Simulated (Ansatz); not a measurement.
# PbTe: a single-point run

Aim: a sound single-point run of PbTe. The structure is shown as the input types it. The cell is built on a prototype (CsCl type) and needn't be the phase found in nature.

Method: density functional or hybrid calculation with the settings of its input, plane waves (as first typed), in Ansatz 0.2.0.

5 further runs of the same task are left out: 1 for a known fault of the program, 4 that didn't finish.

### 1 The system as given

The structure is cubic, space group Pm-3m (No. 221). The conventional cell has a = 3.975 Å, b = 3.975 Å, c = 3.975 Å, α = 90.00°, β = 90.00°, γ = 90.00°. Pb (site symmetry m-3m) has 8 Te at 3.44 Å as nearest neighbours. Te (site symmetry m-3m) is surrounded by 8 Pb at 3.44 Å.

Coordinates:

```
Pb Te
1.0
     3.97501    0.00000    0.00000
     0.00000    3.97501    0.00000
     0.00000    0.00000    3.97501
Pb Te
1 1
Direct
  0.00000 0.00000 0.00000
  0.50000 0.50000 0.50000
```

### 2 The calculation

Input file input.yaml:

```yaml
crystal:
  lattice:
    - [3.9750058709, 0.0, 0.0]
    - [0.0, 3.9750058709, 0.0]
    - [0.0, 0.0, 3.9750058709]
  atoms:
    - { symbol: Pb, position: [0.0, 0.0, 0.0] }
    - { symbol: Te, position: [0.5, 0.5, 0.5] }
kpoints:
  mp_grid: { grid: [4, 4, 4] }
hamiltonian:
  xc: pbe
scf:
  occupations: { method: fermi_dirac, width: 0.02 }
  n_extra_bands: 4
  convergence: { dr2_threshold: 0.01 }
  max_iter: 51
output:
  forces: true
  stress: true
  eigenvalues: true
```

Launch:

```
$ ansatz run input.yaml --threads 4 --pin off --max-ram 3686MiB --backend cpu --events-out ev --progress --plain --runs-dir out
```

Q: Will this input give a usable result? If not, why, and what should change?

This run ends as converged, with warnings (force scf threshold loose, stress scf threshold loose). Its log warns: «scf.convergence.dr2_threshold = 1e-2 eV is looser than this run's default, which is 1e-7 eV or tighter. The error in the forces grows as the threshold's square root ...»

The threshold asked is loose, but the program put off the close and ended at dr2 = 9.2e-7, so little accuracy was lost here.

To check: delete scf.convergence.dr2_threshold (the default then holds).
